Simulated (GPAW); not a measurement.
# Ti (P6_3/mmc) in GPAW: single point with LDA

Aim: the single point of Ti with LDA.

Program: GPAW 26.7.0. These are calculated values, not measurements. Logs are shortened: lines on timing, memory, paths and dates and some standing lists are left out, and cuts for length are marked. The log counts tension as positive stress, the text compression.

**1. Starting point**

Symmetry: P6_3/mmc, No. 194, hexagonal system. The conventional cell has a = 2.950 Å, b = 2.950 Å, c = 4.680 Å, α = 90.00°, β = 90.00°, γ = 120.00°. Ti (site symmetry -6m2) has 12 Ti at 2.89 to 2.95 Å as nearest neighbours.

**2. Single point, LDA**

File run.py:

```python
from ase.dft.bandgap import bandgap
from ase.io import read, write
from ase.units import GPa
from gpaw import GPAW, PW

atoms = read('Ti.cif')

calc = GPAW(mode=PW(400),
            xc='LDA',
            kpts={'size': (8, 8, 5), 'gamma': True},
            occupations={'name': 'fermi-dirac', 'width': 0.05},
            nbands=24,
            maxiter=120,
            txt='gpaw.txt')
atoms.calc = calc
energy = atoms.get_potential_energy()
forces = atoms.get_forces()
stress = atoms.get_stress()
calc.write('gs.gpw')
write('result.traj', atoms)
print(f'Energy: {energy:.6f} eV')
print('Forces (eV/A):')
print(forces.round(4))
print('Stress (GPa):', (stress / GPa).round(3))
print('Fermi level:', round(calc.get_fermi_level(), 4), 'eV')
print(f'Gap: {bandgap(calc)[0]:.4f} eV, direct: {bandgap(calc, direct=True)[0]:.4f} eV')
```

File Ti.cif:

```cif
data_Ti
_cell_length_a 2.95000000
_cell_length_b 2.95000000
_cell_length_c 4.68000000
_cell_angle_alpha 90.00000000
_cell_angle_beta 90.00000000
_cell_angle_gamma 120.00000000
_space_group_name_H-M_alt 'P6_3/mmc'
_space_group_name_Hall '-P 6c 2c'
_space_group_IT_number 194
loop_
_space_group_symop_operation_xyz
'x,y,z'
'-x,-y,-z'
'x-y,x,z+1/2'
'-x+y,-x,-z+1/2'
'-y,x-y,z'
'y,-x+y,-z'
'-x,-y,z+1/2'
'x,y,-z+1/2'
'-x+y,-x,z'
'x-y,x,-z'
'y,-x+y,z+1/2'
'-y,x-y,-z+1/2'
'-y,-x,-z+1/2'
'y,x,z+1/2'
'-x,-x+y,-z'
'x,x-y,z'
'-x+y,y,-z+1/2'
'x-y,-y,z+1/2'
'y,x,-z'
'-y,-x,z'
'x,x-y,-z+1/2'
'-x,-x+y,z+1/2'
'x-y,-y,-z'
'-x+y,y,z'
loop_
_atom_site_label
_atom_site_type_symbol
_atom_site_symmetry_multiplicity
_atom_site_Wyckoff_symbol
_atom_site_fract_x
_atom_site_fract_y
_atom_site_fract_z
_atom_site_occupancy
Ti1 Ti 2 c 0.6666666667 0.3333333333 0.7500000000 1
```

Potentials or basis: the program's PAW data sets (release 1.2.1) made for this functional, pw.

Launch:

```sh
$ OMP_NUM_THREADS=1 python run.py
```

gpaw.txt:

```text
__  _  _
 | _ |_)|_||  |
 |__||  | ||/\| - 26.7.0

Input parameters:
  mode=PW(ecut=400.0),
  kpts=MonkhorstPack(size=(8, 8, 5), gamma=True),
  maxiter=120,
  nbands=24,
  occupations=Occupations(name='fermi-dirac', width=0.05),
  xc=XC(name='LDA')

Diagonalizing LCAO Hamiltonian
Converting LCAO to pw mode

          Ti

        Ti

Atoms  # Å, Bohr magnetons
|   | symbol |         x |        y |        z |    initial magnetic moments |
|---|--------|-----------|----------|----------|-----------------------------|
| 0 |     Ti |  1.475000 | 0.851592 | 3.510000 | ( 0.0000,  0.0000,  0.0000) |
| 1 |     Ti | -0.000000 | 1.703183 | 1.170000 | ( 0.0000,  0.0000,  0.0000) |

Unit cell  # Å
| periodic |         x |        y |        z |  lengths |     angles |
|----------|-----------|----------|----------|----------|------------|
|      yes |  2.950000 | 0.000000 | 0.000000 | 2.950000 |  90.000000 |
|      yes | -1.475000 | 2.554775 | 0.000000 | 2.950000 |  90.000000 |
|      yes |  0.000000 | 0.000000 | 4.680000 | 4.680000 | 120.000000 |

Number of symmetries: 12
Symmetry operations  # r_c * U_cc + t_c -> r_c
|    | kind |            matrix            |
|----|------|------------------------------|
|  0 |  σ   |  1, 1, 0,  0,-1, 0,  0, 0, 1 |
|  1 |  S6  |  1, 1, 0, -1, 0, 0,  0, 0,-1 |
|  2 |  E   |  1, 0, 0,  0, 1, 0,  0, 0, 1 |
|  3 |  C2  |  1, 0, 0, -1,-1, 0,  0, 0,-1 |
|  4 |  C2  |  0, 1, 0,  1, 0, 0,  0, 0,-1 |
|  5 |  C3  |  0, 1, 0, -1,-1, 0,  0, 0, 1 |
|  6 |  S6  |  0,-1, 0,  1, 1, 0,  0, 0,-1 |
|  7 |  σ   |  0,-1, 0, -1, 0, 0,  0, 0, 1 |
|  8 |  σ   | -1, 0, 0,  1, 1, 0,  0, 0, 1 |
|  9 |  i   | -1, 0, 0,  0,-1, 0,  0, 0,-1 |
| 10 |  C3  | -1,-1, 0,  1, 0, 0,  0, 0, 1 |
| 11 |  C2  | -1,-1, 0,  0, 1, 0,  0, 0,-1 |

BZ-sampling:
  Number of BZ points: 320
  Number of IBZ points: 40

  Monkhorst-Pack size: [8, 8, 5]
  Monkhorst-Pack shift: [0.0625, 0.0625, 0.0]

K-points  # in reciprocal-cell coordinates
|     |                                coordinates |     weight |
|-----|--------------------------------------------|------------|
|   0 | (  0.00000000,   0.00000000,   0.00000000) | 0.00312500 |
|   1 | (  0.00000000,   0.00000000,   0.20000000) | 0.00625000 |
|   2 | (  0.00000000,   0.00000000,   0.40000000) | 0.00625000 |
|   3 | (  0.12500000,   0.00000000,  -0.40000000) | 0.01875000 |
|   4 | (  0.12500000,   0.00000000,  -0.20000000) | 0.01875000 |
|   5 | (  0.12500000,   0.00000000,   0.00000000) | 0.01875000 |
|   6 | (  0.12500000,   0.00000000,   0.20000000) | 0.01875000 |
|   7 | (  0.12500000,   0.00000000,   0.40000000) | 0.01875000 |
|   8 | (  0.25000000,  -0.12500000,   0.00000000) | 0.01875000 |
|   9 | (  0.25000000,  -0.12500000,   0.20000000) | 0.03750000 |
| ... |                                            |            |
|  39 | (  0.50000000,   0.50000000,   0.40000000) | 0.01875000 |

Plane wave coefficients: 659
Cutoff: 400.0 eV

Spin-components: 1 (collinear spins)
Bands:           24
Projectors:      12
Spin-degeneracy: 2
Datatype:        complex128

Parallelization:
  kpt:    1
  domain: 1
  band:   1

Density:
  Valence electrons: 24.0
  Components: 1
  Grid points: [14 14 24]
  Charge: 0.0  # |e|

Potential:
  Grid points: [14 14 24]

species:
  Ti:
    name:    Titanium
    Z:       22.0
    valence: 12
    core:    10
    charge:  0.0  # [|e|]
    compensation charges:
      type: gauss
      rc: 0.38  # [Å]
      lmax: 2
    cutoffs:
      filter: 2.23  # [Å]
      core: 1.02  # [Å]
    projectors
    | kind |    occ | energy [eV] | rcut [Å] |
    |------|--------|-------------|----------|
    |   3s |  2.000 |     -62.257 |    1.270 |
    |   4s |  2.000 |      -4.593 |    1.270 |
    |   3p |  6.000 |     -38.791 |    1.058 |
    |   4p |  0.000 |      -1.536 |    1.058 |
    |   3d |  2.000 |      -4.463 |    1.058 |
    |    d |        |      22.748 |    1.058 |

    Using partial waves for Ti as LCAO basis

Reference energy: -46347.898119  # eV

eigensolver:
  PPCG
  Converge bands: occupied
  niter=2

density mixing:
  MSR1-Mixer
  Pratt-step length: 0.05
  Maximum mixing coefficient: 0.75
  Old densities: 10
  SVD Regularization: 0.005
  Good broyden scale: 1.0
  Trust region scale: 1.0
  Backstep threshold: 4.0
  History deletion threshold: 6.0
  Fourier metric: weight=20.0, sigma=0.015

occupation numbers:
  Fermi-Dirac:
    width: 0.0500  # eV

poisson solver:
  ecut: 3200.0  # eV

xc functional:
  name: None

convergence criteria:
- Maximum [total energy] change in last 3 cyles: 0.0005 eV / valence electron
- Maximum integral of absolute [dens]ity change: 0.0001 electrons / valence electron
- Maximum integral of absolute [eigenst]ate change: 4e-08 eV^2 / valence electron
maximum number of iterations: 120

SCF iterations
|iter     | |      energy | eigst |  dens |
|---------|-|-------------|-------|-------|
|iter:   1| |  -15.199597 | -0.21 |       |
|iter:   2| |  -15.088708 | -2.67 | -1.24 |
|iter:   3| |  -14.722370 | -1.42 | -1.29 |
|iter:   4| |  -14.725023 | -3.50 | -1.98 |
|iter:   5| |  -14.726581c| -3.82 | -2.30 |
|iter:   6| |  -14.726631c| -5.79 | -3.34 |
|iter:   7| |  -14.726642c| -6.48 | -3.81 |
|iter:   8| |  -14.726642c| -8.17c| -4.71c|

Converged in 8 steps
Energy contributions relative to reference atoms: (reference = -46347.898119)

Energy contributions:
  Kinetic:           5.713160
  Coulomb:          -6.214045
  Zero:              0.152566
  External:          0.000000
  Xc:              -14.370117
  Entropy:          -0.016413
  Spinorbit:         0.000000
  ----------------------------
  Free energy:     -14.734848
  Extrapolated:    -14.726642

dipole moment: (0.000000, 0.000000, 0.000000)  # |e|*Ang

Fermi level: 8.077
Eigenvalues  # (at kpt = [0.000, 0.000, 0.000])
| band index |      eig [eV] | occ [0-2] |
|------------|---------------|-----------|
|          0 |       -48.210 |     2.000 |
|        ... |               |           |
|          2 |       -25.120 |     2.000 |
|          3 |       -24.484 |     2.000 |
|          4 |       -24.484 |     2.000 |
|          5 |       -24.429 |     2.000 |
|          6 |       -24.386 |     2.000 |
|          7 |       -24.386 |     2.000 |
[... 8 lines left out ...]
|         16 |         9.634 |     0.000 |
|         17 |         9.634 |     0.000 |
|        ... |               |           |
|         23 |        26.985 |     0.000 |

No gap
No difference between direct/indirect transitions

Forces  # eV/Ang
|        x |        y |        z |
|----------|----------|----------|
| -0.00000 |  0.00000 | -0.00000 |  # Ti   0
|  0.00000 | -0.00000 |  0.00000 |  # Ti   1

Stress tensor  # eV/Ang^3
|         x |         y |         z |
|-----------|-----------|-----------|
|  0.070202 | -0.000000 |  0.000000 |
| -0.000000 |  0.070202 | -0.000000 |
|  0.000000 | -0.000000 |  0.074784 |

# Writing to gs.gpw (mode='')
```

Run time: 9 s. Hardware: 1 thread of Arm Neoverse V2, shared host; peak memory 0.14 GiB.

These settings aren't checked as converged: the numbers below hold their error.

What came out:

| Item | Value |
| --- | --- |
| Free energy | -14.7348 eV |
| Pressure | -11.5 GPa |
| Band gap on the k mesh | none (metal or under the smearing width) |

Caveat: the cutoff is short for stress and forces, so pressures can be off by a GPa or more.
